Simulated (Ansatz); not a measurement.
# Chromium, omega (AlB2-type) under revPBE: from relaxation to bulk modulus

The plan for chromium in the omega (AlB2-type) structure: relax it, solve it on a dense k-mesh, then scale the cell to 7 volumes from 88 to 112 % of the relaxed one and try a fit of the equation of state. The start is ferromagnetic. The k-meshes are 9×9×13 for the relaxation; 11×11×18 for the dense run; 10×10×15 for the volumes.

Method: DFT revPBE, plane waves (420 eV) with PAW, scalar-relativistic; the PAW data stem from PBE, with regenerated cores, in Ansatz 0.2.0.

## Step 1: The structure to begin with

The structure is hexagonal, space group P6/mmm (No. 191). Conventional cell: a = 4.077 Å, b = 4.077 Å, c = 2.499 Å, α = 90.00°, β = 90.00°, γ = 120.00°. Around Cr (site symmetry 6/mmm) lie 14 Cr at 2.50 to 2.67 Å. Around Cr (site symmetry -6m2) lie 11 Cr at 2.35 to 2.67 Å.

Coordinates:

```
Cr
1.0
     4.07706    0.00000    0.00000
    -2.03853    3.53084    0.00000
     0.00000    0.00000    2.49924
Cr
3
Direct
  0.00000 0.00000 0.00000
  0.33333 0.66667 0.50000
  0.66667 0.33333 0.50000
```

The atoms start with moments of +1.5 ×3 μB.

## Step 2: Geometry optimisation

input.yaml reads:

```yaml
crystal:
  lattice:
    - [4.0770582338, 0.0, 0.0]
    - [-2.0385291169, 3.5308360031, 0.0]
    - [0.0, 0.0, 2.4992366973]
  atoms:
    - { symbol: Cr, position: [0.0, 0.0, 0.0], spin: 1.5 }
    - { symbol: Cr, position: [0.3333333333, 0.6666666667, 0.5], spin: 1.5 }
    - { symbol: Cr, position: [0.6666666667, 0.3333333333, 0.5], spin: 1.5 }
hamiltonian:
  xc: revpbe
  pseudopotentials:
    kind: paw
    azcp:
      Cr: "pseudopotentials/Cr.paw.azcp"
basis:
  ecutwfc: 420
  fft_grid_basis: typed
kpoints:
  mp_grid: { grid: [9, 9, 13], shift: [0, 0, 0] }
magnetization:
  spin_polarized: true
scf:
  occupations: { method: fermi_dirac, width: 0.05 }
relax:
  max_steps: 60
  f_tol: 0.01
  cell: {}
```

The runs that follow: Dense single point; Volume × 0.88; Volume × 0.92; Volume × 0.96; Volume × 1.0; Volume × 1.04; Volume × 1.08; Volume × 1.12.

What does the calculation give? Wanted: space group; conventional cell; volume; shortest distance; gap on the mesh; magnetic state; relative to bcc, antiferromagnetic.

The runs gave:

```
                          quantity                                   value
    space group (spins left aside)                        P6/mmm (No. 191)
                 conventional cell  a = 4.255 Å, c = 2.300 Å (c/a = 0.541)
                            volume                          12.019 Å³/atom
                 shortest distance                                 2.300 Å
                   gap on the mesh            none (levels filled in part)
                    magnetic state   ferromagnetic, up to 0.06 μB per atom
relative to bcc, antiferromagnetic                           +375 meV/atom
```

The relaxation enlarged the cell by 0.2 % in volume. It lies 375 meV/atom above the element's reference form at the same level (bcc, antiferromagnetic, from a run of its own). The final state is ferromagnetic (largest moment 0.06 μB). No gap shows: it is a metal or semimetal at this level. The symmetry was held, so the structure may be unstable against distortions that break it.
